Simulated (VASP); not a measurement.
# C (Fd-3m) in VASP: a series of runs

Runs on C. Level: LDA. Tasks: single point.

Program: VASP 6.6.1. These are calculated values, not measurements. Logs are shortened: lines on timing, memory, paths and dates and some standing lists are left out, and cuts for length are marked.

### Step 1. The undisturbed crystal

The structure is cubic, space group Fd-3m (No. 227). The conventional cell has a = 3.567 Å, b = 3.567 Å, c = 3.567 Å, α = 90.00°, β = 90.00°, γ = 90.00°. Around C (site symmetry -43m) lie 4 C at 1.54 Å.

This isn't the form of C at room conditions, which is graphite.

### Step 2. Single point, LDA (grid = ENCUT=400 dk=0.45 cell=2x2x2 ISMEAR=0 SIGMA=0.05 LREAL=Auto EDIFF=1e-06)

Contents of INCAR:

```
SYSTEM = C
PREC     = Accurate       ! precision mode
ENCUT    = 400            ! plane-wave cutoff, eV
EDIFF    = 1E-6           ! SCF threshold, eV
ISMEAR   = 0              ! smearing method
SIGMA    = 0.05           ! smearing width, eV
LREAL    = Auto         
LASPH    = .True.         ! aspherical terms in the spheres
NELM     = 120            ! most SCF steps
ALGO     = Fast           ! electronic algorithm
ISIF     = 2              ! what is computed and relaxed
LWAVE    = .False.        ! write WAVECAR
LCHARG   = .False.        ! write CHGCAR
NBANDS   = 40             ! bands
```

Contents of KPOINTS:

```
regular mesh
0
Gamma
  4 4 4
  0 0 0
```

Contents of POSCAR:

```
C
1.0
    0.0000000000      3.5667400000      3.5667400000
    3.5667400000      0.0000000000      3.5667400000
    3.5667400000      3.5667400000      0.0000000000
C
16
Direct
    0.3750000000      0.3750000000      0.3750000000
    0.3750000000      0.3750000000      0.8750000000
    0.3750000000      0.8750000000      0.3750000000
    0.3750000000      0.8750000000      0.8750000000
    0.8750000000      0.3750000000      0.3750000000
    0.8750000000      0.3750000000      0.8750000000
    0.8750000000      0.8750000000      0.3750000000
    0.8750000000      0.8750000000      0.8750000000
    0.2500000000      0.2500000000      0.2500000000
    0.2500000000      0.2500000000      0.7500000000
    0.2500000000      0.7500000000      0.2500000000
    0.2500000000      0.7500000000      0.7500000000
    0.7500000000      0.2500000000      0.2500000000
    0.7500000000      0.2500000000      0.7500000000
    0.7500000000      0.7500000000      0.2500000000
    0.7500000000      0.7500000000      0.7500000000
```

Potentials or basis: VASP PAW LDA potentials, release 64 (C).

Command:

```sh
$ cat potpaw_LDA.64/C/POTCAR > POTCAR
$ mpirun -np 1 vasp_std > vasp.out
```

OUTCAR:

```text
SYSTEM = C
   PREC = Accurate
   ENCUT = 400
   EDIFF = 1E-6
   ISMEAR = 0
   LREAL = Auto
   LASPH = .True.
   NELM = 120
   ISIF = 2

 Found      8 irreducible k-points:

 Following reciprocal coordinates:
            Coordinates               Weight
  0.000000  0.000000  0.000000      1.000000
  0.250000  0.000000  0.000000      8.000000
  0.500000  0.000000  0.000000      4.000000
  0.250000  0.250000  0.000000      6.000000
  0.500000  0.250000  0.000000     24.000000
 -0.250000  0.250000  0.000000     12.000000
   k-points           NKPTS =      8   k-points in BZ     NKDIM =      8   number of bands    NBANDS=     40
   number of dos      NEDOS =    301   number of ions     NIONS =     16
   total plane-waves  NPLWV =  46656
   dimension x,y,z NGX =    36 NGY =   36 NGZ =   36
   dimension x,y,z NGXF=    72 NGYF=   72 NGZF=   72
   ions per type =              16
   NGX,Y,Z   is equivalent  to a cutoff of  11.86, 11.86, 11.86 a.u.
   NGXF,Y,Z  is equivalent  to a cutoff of  23.73, 23.73, 23.73 a.u.
 SYSTEM =  C
   PREC   = accura    normal or accurate (medium, high low for compatibility)
   ISTART =      0    job   : 0-new  1-cont  2-samecut
   ICHARG =      2    charge: 1-file 2-atom 10-const
   ISPIN  =      1    spin polarized calculation?
   LNONCOLLINEAR =      F non collinear calculations
   LSORBIT =      F    spin-orbit coupling
   LASPH  =      T    aspherical Exc in radial PAW
   ENCUT  =  400.0 eV  29.40 Ry    5.42 a.u.   8.23  8.23  8.23*2*pi/ulx,y,z
   NELM   =    120;   NELMIN=  2; NELMDL= -5     # of ELM steps
   EDIFF  = 0.1E-05   stopping-criterion for ELM
   LREAL  =      T    real-space projection
   EDIFFG = 0.1E-04   stopping-criterion for IOM
   NSW    =      0    number of steps for IOM
   IBRION =     -1    ionic relax: 0-MD 1-quasi-New 2-CG
   NFREE  =      0    steps in history (QN), initial steepest desc. (CG)
   ISIF   =      2    stress and relaxation
   ISYM   =      2    0-nonsym 1-usesym 2-fastsym
   POTIM  = 0.5000    time-step for ionic-motion
   TEBEG  =    0.0;   TEEND  =   0.0 temperature during run
   PSTRESS=    0.0 pullay stress
   NELECT =      64.0000    total number of electrons
   NUPDOWN=      -1.0000    fix difference up-down
   EMIN   =  10.00;   EMAX   =-10.00  energy-range for DOS
   EFERMI =   0.00;   METHOD = LEGACY
   ISMEAR =     0;   SIGMA  =   0.05  broadening in eV -4-tet -1-fermi 0-gaus
   EFERMI_NEDOS =   21; number of points for ismear=-14 and -15
   IALGO  =     68    algorithm
   IMIX   =      4    mixing-type and parameters
     AMIX     =   0.40;   BMIX     =  1.00
     AMIX_MAG =   1.60;   BMIX_MAG =  1.00
  volume/ion in A,a.u.               =       5.67        38.28
  Fermi-wavevector in a.u.,A,eV,Ry     =   1.457203  2.753714 28.891161  2.123440
  Thomas-Fermi vector in A             =   2.574032
   LORBIT       =      0    0 simple, 1 ext, 2 COOP (PROOUT), +10 PAW based schemes
   GGA     = CA    functional components
   LHFCALC =     F    Hartree Fock is set to
   AEXX    =    0.0000 exact exchange contribution
   IVDW    =     0    specifies the selected vdW correction
   LEPSILON=     F    determine dielectric tensor
   LRPA    =     F    only Hartree local field effects (RPA)
 non-spin polarized calculation
 RMM-DIIS sequential band-by-band and
 Gauss-broadening in eV      SIGMA  =   0.05
  energy-cutoff  :      400.00
  volume of cell :       90.75
 maximum number of plane-waves:      1676
 NGX is ok and might be reduce to    36
   NGX = 17   NGY = 17   NGZ = 17

 number of electron      64.0000025 magnetization

 Free energy of the ion-electron system (eV)
  ---------------------------------------------------
  ext. energy  EPLUGINS =         0.00000000
  ---------------------------------------------------
  free energy    TOTEN  =      -161.97275621 eV

  energy without entropy =     -161.97275621  energy(sigma->0) =     -161.97275621

 E-fermi :  10.0176     XC(G=0): -13.4999

 val. band max:        9.7441059409   @ k =   0.0000   0.0000   0.0000
 cond. band min:      13.8243570596   @ k =   0.2500   0.2500   0.0000
 fundamental gap:      4.0802511188
 Fermi energy:        10.0175891719

 k-point     1 :       0.0000    0.0000    0.0000
  band No.  band energies     occupation
      1     -11.5982      2.00000
      2      -5.7582      2.00000
      3      -5.7582      2.00000
      4      -5.7582      2.00000
      5      -5.7582      2.00000
      6      -3.6375      2.00000
[... 32 lines left out ...]
     39      15.2864      0.00000
     40      15.2864      0.00000

 k-point     2 :       0.2500    0.0000    0.0000
  band No.  band energies     occupation
      1     -11.1664      2.00000
      2      -7.8112      2.00000
      3      -5.8427      2.00000
      4      -5.8427      2.00000
      5      -5.8427      2.00000
      6      -4.5805      2.00000
[... 32 lines left out ...]
     39      16.6639      0.00000
     40      16.7180      0.00000

 k-point     3 :       0.5000    0.0000    0.0000
  band No.  band energies     occupation
      1      -9.8835      2.00000
      2      -9.8835      2.00000
      3      -5.5635      2.00000
      4      -5.5635      2.00000
      5      -5.5635      2.00000
      6      -5.5635      2.00000
[... 32 lines left out ...]
     39      17.4631      0.00000
     40      17.4793      0.00000

 k-point     4 :       0.2500    0.2500    0.0000
  band No.  band energies     occupation
      1     -11.0227      2.00000
      2      -6.6338      2.00000
      3      -6.6338      2.00000
      4      -6.6338      2.00000
      5      -6.6338      2.00000
      6      -6.5464      2.00000
[... 32 lines left out ...]
     39      16.5332      0.00000
     40      17.5025      0.00000

 k-point     5 :       0.5000    0.2500    0.0000
  band No.  band energies     occupation
      1     -10.0240      2.00000
      2      -8.9009      2.00000
      3      -7.7846      2.00000
      4      -6.7262      2.00000
      5      -6.7262      2.00000
      6      -4.8440      2.00000
[... 32 lines left out ...]
     39      17.6302      0.00000
     40      17.7995      0.00000

 k-point     6 :      -0.2500    0.2500    0.0000
  band No.  band energies     occupation
      1     -10.4510      2.00000
      2      -8.2097      2.00000
      3      -8.2097      2.00000
      4      -6.0333      2.00000
      5      -6.0333      2.00000
      6      -4.7551      2.00000
[... 32 lines left out ...]
     39      17.7528      0.00000
     40      17.8948      0.00000

 [... further k-points ...]

------------------------ aborting loop because EDIFF is reached ----------------------------------------

  FORCE on cell =-STRESS in cart. coord.  units (eV):
  Direction    XX          YY          ZZ          XY          YZ          ZX
  --------------------------------------------------------------------------------------
  -------------------------------------------------------------------------------------
  Total       -8.7737002     -8.7737002     -8.7737002      0.0000000     -0.0000000      0.0000000
  in kB     -154.8991450   -154.8991450   -154.8991450      0.0000000     -0.0000000      0.0000000
  external PRESSURE =    -154.8991450 kB  Pullay stress =       0.0000000 kB

 VOLUME and BASIS-vectors are now :
 -----------------------------------------------------------------------------
  energy-cutoff  :      400.00
  volume of cell :       90.75
      direct lattice vectors                 reciprocal lattice vectors
     0.000000000  3.566740000  3.566740000    -0.140184034  0.140184034  0.140184034
     3.566740000  0.000000000  3.566740000     0.140184034 -0.140184034  0.140184034
     3.566740000  3.566740000  0.000000000     0.140184034  0.140184034 -0.140184034

 POSITION                                       TOTAL-FORCE (eV/Angst)
 -----------------------------------------------------------------------------------
      2.67505      2.67505      2.67505         0.000000      0.000000      0.000000
      4.45843      4.45843      2.67505         0.000000      0.000000      0.000000
      4.45843      2.67505      4.45843         0.000000      0.000000      0.000000
      6.24179      4.45843      4.45843         0.000000      0.000000      0.000000
      2.67505      4.45843      4.45843         0.000000      0.000000      0.000000
      4.45843      6.24179      4.45843         0.000000      0.000000      0.000000
[... 8 lines left out ...]
      3.56674      3.56674      5.35011        -0.000000     -0.000000     -0.000000
      5.35011      5.35011      5.35011        -0.000000     -0.000000     -0.000000
 -----------------------------------------------------------------------------------
    total drift:                                0.000000     -0.000000     -0.000000

  FREE ENERGIE OF THE ION-ELECTRON SYSTEM (eV)
  ---------------------------------------------------
  free  energy   TOTEN  =      -161.9727562098 eV

  energy  without entropy=     -161.9727562098  energy(sigma->0) =     -161.97275621
```

Run time: 53 s. Hardware: 1 thread of Intel Xeon Platinum 8259CL at 2.50GHz (Skylake/Cascade Lake), shared host; peak memory 0.17 GiB.

These settings aren't checked as converged: the numbers below hold their error.

What came out:

```yaml
Free_energy: -161.9728 eV
Band_gap_on_the_k_mesh: 4.08 eV
```

Caveat: the cutoff is under 1.25 times the usual one of these potentials, so pressure, stress and relaxed cells hold a basis-set (Pulay) error.

### Step 3. Single point, LDA (grid = ENCUT=460 dk=0.45 cell=2x2x2 ISMEAR=0 SIGMA=0.05 LREAL=Auto EDIFF=1e-06)

Changes to INCAR since step 2:

```diff
@@ -2,3 +2,3 @@
 PREC     = Accurate       ! precision mode
-ENCUT    = 400            ! plane-wave cutoff, eV
+ENCUT    = 460            ! plane-wave cutoff, eV
 EDIFF    = 1E-6           ! SCF threshold, eV
```

KPOINTS is that of step 2.

POSCAR is that of step 2.

Potentials or basis: VASP PAW LDA potentials, release 64 (C).

Command:

```sh
$ cat potpaw_LDA.64/C/POTCAR > POTCAR
$ mpirun -np 1 vasp_std > vasp.out
```

Run time: 41 s. Hardware: 1 thread of Intel Xeon Platinum 8259CL at 2.50GHz (Skylake/Cascade Lake), shared host; peak memory 0.17 GiB.

These settings aren't checked as converged: the numbers below hold their error.

Results:

```yaml
Free_energy: -161.8995 eV
Pressure: -11.9 GPa
Band_gap_on_the_k_mesh: 4.10 eV
```

Caveat: the cutoff is under 1.25 times the usual one of these potentials, so pressure, stress and relaxed cells hold a basis-set (Pulay) error.

### Step 4. Single point, LDA (grid = ENCUT=520 dk=0.45 cell=2x2x2 ISMEAR=0 SIGMA=0.05 LREAL=Auto EDIFF=1e-06)

Changes to INCAR since step 3:

```diff
@@ -2,3 +2,3 @@
 PREC     = Accurate       ! precision mode
-ENCUT    = 460            ! plane-wave cutoff, eV
+ENCUT    = 520            ! plane-wave cutoff, eV
 EDIFF    = 1E-6           ! SCF threshold, eV
```

KPOINTS is that of step 3.

POSCAR is that of step 3.

Command:

```sh
$ cat potpaw_LDA.64/C/POTCAR > POTCAR
$ mpirun -np 1 vasp_std > vasp.out
```

It took 53 s on 1 thread of Intel Xeon Platinum 8259CL at 2.50GHz (Skylake/Cascade Lake), shared host; peak memory 0.18 GiB.

These settings aren't checked as converged: the numbers below hold their error.

Results:

```
Free energy            : -161.8845 eV
Pressure               : -11.3 GPa
Band gap on the k mesh : 4.10 eV
```

### Step 5. Single point, LDA (grid = ENCUT=400 dk=0.35 cell=2x2x2 ISMEAR=0 SIGMA=0.05 LREAL=Auto EDIFF=1e-06)

Changes to INCAR since step 4:

```diff
@@ -2,3 +2,3 @@
 PREC     = Accurate       ! precision mode
-ENCUT    = 520            ! plane-wave cutoff, eV
+ENCUT    = 400            ! plane-wave cutoff, eV
 EDIFF    = 1E-6           ! SCF threshold, eV
```

Contents of KPOINTS:

```
regular mesh
0
Gamma
  5 5 5
  0 0 0
```

POSCAR is that of step 4.

Potentials or basis: VASP PAW LDA potentials, release 64 (C).

Command:

```sh
$ cat potpaw_LDA.64/C/POTCAR > POTCAR
$ mpirun -np 1 vasp_std > vasp.out
```

OUTCAR:

```text
SYSTEM = C
   PREC = Accurate
   ENCUT = 400
   EDIFF = 1E-6
   ISMEAR = 0
   LREAL = Auto
   LASPH = .True.
   NELM = 120
   ISIF = 2

 Found     10 irreducible k-points:

 Following reciprocal coordinates:
            Coordinates               Weight
  0.000000  0.000000  0.000000      1.000000
  0.200000  0.000000  0.000000      8.000000
  0.400000  0.000000  0.000000      8.000000
  0.200000  0.200000  0.000000      6.000000
  0.400000  0.200000  0.000000     24.000000
 -0.400000  0.200000  0.000000     24.000000
   k-points           NKPTS =     10   k-points in BZ     NKDIM =     10   number of bands    NBANDS=     40
[... 341 lines left out ...]
  Total       -8.7774242     -8.7774242     -8.7774242      0.0000000      0.0000000     -0.0000000
  in kB     -154.9648919   -154.9648919   -154.9648919      0.0000000      0.0000000     -0.0000000
  external PRESSURE =    -154.9648919 kB  Pullay stress =       0.0000000 kB

 VOLUME and BASIS-vectors are now :
 -----------------------------------------------------------------------------
  energy-cutoff  :      400.00
  volume of cell :       90.75
      direct lattice vectors                 reciprocal lattice vectors
     0.000000000  3.566740000  3.566740000    -0.140184034  0.140184034  0.140184034
     3.566740000  0.000000000  3.566740000     0.140184034 -0.140184034  0.140184034
     3.566740000  3.566740000  0.000000000     0.140184034  0.140184034 -0.140184034

 POSITION                                       TOTAL-FORCE (eV/Angst)
 -----------------------------------------------------------------------------------
      2.67505      2.67505      2.67505         0.000000      0.000000      0.000000
      4.45843      4.45843      2.67505         0.000000     -0.000000      0.000000
      4.45843      2.67505      4.45843         0.000000     -0.000000      0.000000
      6.24179      4.45843      4.45843         0.000000     -0.000000      0.000000
      2.67505      4.45843      4.45843         0.000000      0.000000      0.000000
      4.45843      6.24179      4.45843         0.000000     -0.000000      0.000000
[... 8 lines left out ...]
      3.56674      3.56674      5.35011        -0.000000      0.000000      0.000000
      5.35011      5.35011      5.35011        -0.000000     -0.000000     -0.000000
 -----------------------------------------------------------------------------------
    total drift:                                0.000000     -0.000000     -0.000000

  FREE ENERGIE OF THE ION-ELECTRON SYSTEM (eV)
  ---------------------------------------------------
  free  energy   TOTEN  =      -161.9779754839 eV

  energy  without entropy=     -161.9779754839  energy(sigma->0) =     -161.97797548
```

stdout:

```text
POSCAR found type information on POSCAR C
 POSCAR found :  1 types and      16 ions
 scaLAPACK will be used
 LDA part: xc-table for (Slater(with rela. corr.)+CA(PZ))
 , standard interpolation
 POSCAR, INCAR and KPOINTS ok, starting setup
 FFT: planning ... GRIDC
 FFT: planning ... GRID_SOFT
 FFT: planning ... GRID
 WAVECAR not read
 entering main loop
```

Run time: 68 s. Hardware: 1 thread of Intel Xeon Platinum 8259CL at 2.50GHz (Skylake/Cascade Lake), shared host; peak memory 0.17 GiB.

The run converged, but some of its settings lie outside the range that counts as converged, so its numbers aren't taken as properties of the crystal.

Results:

| Item | Value |
| --- | --- |
| Free energy | -161.9780 eV |
| Band gap on the k mesh | 4.11 eV |

Caveat: the cutoff is under 1.25 times the usual one of these potentials, so pressure, stress and relaxed cells hold a basis-set (Pulay) error; an odd mesh through Γ misses points on the zone boundary, where band edges often lie.

### Step 6. Single point, LDA (grid = ENCUT=650 dk=0.45 cell=2x2x2 ISMEAR=0 SIGMA=0.05 LREAL=Auto EDIFF=1e-06)

Changes to INCAR since step 5:

```diff
@@ -2,3 +2,3 @@
 PREC     = Accurate       ! precision mode
-ENCUT    = 400            ! plane-wave cutoff, eV
+ENCUT    = 650            ! plane-wave cutoff, eV
 EDIFF    = 1E-6           ! SCF threshold, eV
```

Contents of KPOINTS:

```
regular mesh
0
Gamma
  4 4 4
  0 0 0
```

POSCAR is that of step 5.

Potentials or basis: VASP PAW LDA potentials, release 64 (C).

Command:

```sh
$ cat potpaw_LDA.64/C/POTCAR > POTCAR
$ mpirun -np 1 vasp_std > vasp.out
```

Run time: 72 s. Hardware: 1 thread of Intel Xeon Platinum 8259CL at 2.50GHz (Skylake/Cascade Lake), shared host; peak memory 0.19 GiB.

These settings aren't checked as converged: the numbers below hold their error.

What came out:

```yaml
Free_energy: -161.9622 eV
Pressure: -12.6 GPa
Band_gap_on_the_k_mesh: 4.10 eV
```

### Step 7. The reference run

An earlier run on the cell as given: functional PBE; potentials or basis VASP PAW PBE potentials, release 64 (C); cutoff 520 eV; k mesh 13 × 13 × 13; occupations fermi-dirac, width 0.05 eV; no spin polarisation.

- Pressure: 2.5 GPa
- Band gap on the k mesh: 4.14 eV, indirect (least direct gap 5.59 eV)
